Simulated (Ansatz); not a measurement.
This script for a convergence test of the k-point mesh of IrO2, space group P4_2/mnm with the Ansatz DFT code, driven from Python holds a mistake.

The script reads `iro2.xyz`:
```text
6
Lattice="4.5051 0.0 0.0 0.0 4.5051 0.0 0.0 0.0 3.1586" Properties=species:S:1:pos:R:3 pbc="T T T"
Ir    0.00000000    0.00000000    0.00000000
Ir    2.25255000    2.25255000    1.57930000
O     1.38621927    1.38621927    0.00000000
O     0.86633073    3.63876927    1.57930000
O     3.11888073    3.11888073    0.00000000
O     3.63876927    0.86633073    1.57930000
```

The script, `run_kconv.py`:
```python
# -*- coding: utf-8 -*-
"""Convergence of IrO2 with the k-point mesh."""

import csv

import ansatz as az


def main():
    cell = az.Crystal.from_extxyz("iro2.xyz")

    job = (
        cell.calculation()
        .functional(az.Functional.PBESOL)
        .basis(35)
        .occupations("Fermi-Dirac", width=0.1)
        .scf(max_iterations=60)
    )

    rows = []
    for value in [(2, 2, 2), (2, 2, 3), (3, 3, 4), (4, 4, 6), (5, 5, 7), (6, 6, 9)]:
        data = job.kpoints(*value).run(threads=1).report
        rows.append((value, data["free_energy_ev"] / len(data["lattice"]["sites"]), data["n_iterations"], data["n_kpoints"]))

    with open("kconv.csv", "w", newline="") as handle:
        writer = csv.writer(handle)
        writer.writerow(["mesh", "F/atom (eV)", "iterations", "k-points"])
        writer.writerows([round(v, 5) if isinstance(v, float) else v for v in row] for row in rows)

    # the last row is the reference
    for row in rows[:-1]:
        shift = 1000 * (row[1] - rows[-1][1])
        print(f"{row[0]}: {shift:+.2f} meV/atom" + ("  (within 2 meV)" if abs(shift) < 2 else ""))


if __name__ == "__main__":
    main()
```

Output of `python run_kconv.py`:
```text
Traceback (most recent call last):
  File "run_kconv.py", line 37, in <module>
    main()
    ~~~~^^
  File "run_kconv.py", line 22, in main
    data = job.kpoints(*value).run(threads=1).report
           ~~~~~~~~~~~~~~~~~~~~~~~^^^^^^^^^^^
  ...
ansatz.RefusalError: inconsistent input (basis.ecutwfc, kpoints): the smallest per-k basis holds n_pw = 24 plane waves (k-point 3, counted from 0 among those solved) but the deck needs at least 30 band(s) per channel, and no run solves more bands than the smallest per-k basis has plane waves; raise basis.ecutwfc until the smallest per-k basis, which caps the automatic band count, holds at least 30 plane waves
```
(Library frames cut from the traceback.)

Find the fault and give the corrected script.

The fault: a cutoff meant in rydberg is read as eV, so the basis is far too small. The change:

```diff
--- before
+++ after
@@ -14,3 +14,3 @@
         .functional(az.Functional.PBESOL)
-        .basis(35)
+        .basis(38 * az.Ry)
         .occupations("Fermi-Dirac", width=0.1)
```

The mended script runs so:

```console
$ python run_kconv.py
(2, 2, 2): -54.74 meV/atom
(2, 2, 3): +21.27 meV/atom
(3, 3, 4): -4.16 meV/atom
(4, 4, 6): +0.17 meV/atom  (within 2 meV)
(5, 5, 7): +0.82 meV/atom  (within 2 meV)
```

`kconv.csv`, as written:
```csv
mesh,F/atom (eV),iterations,k-points
"(2, 2, 2)",-4306.15043,7,6
"(2, 2, 3)",-4306.07442,7,6
"(3, 3, 4)",-4306.09985,7,9
"(4, 4, 6)",-4306.09552,7,24
"(5, 5, 7)",-4306.09488,7,24
"(6, 6, 9)",-4306.09569,7,50
```

The run is spin-unpolarised. Spin-orbit coupling, which matters for elements this heavy, is left out. The structure is a deposited one; some such entries were measured under pressure or heat, so a shift against it needn't be the functional's error alone. Shifts are counted from the finest mesh, which is itself no proven limit. The whole script took 16 s on 1 thread of Arm Neoverse V2, with other jobs on the host, peak memory 0.44 GiB.
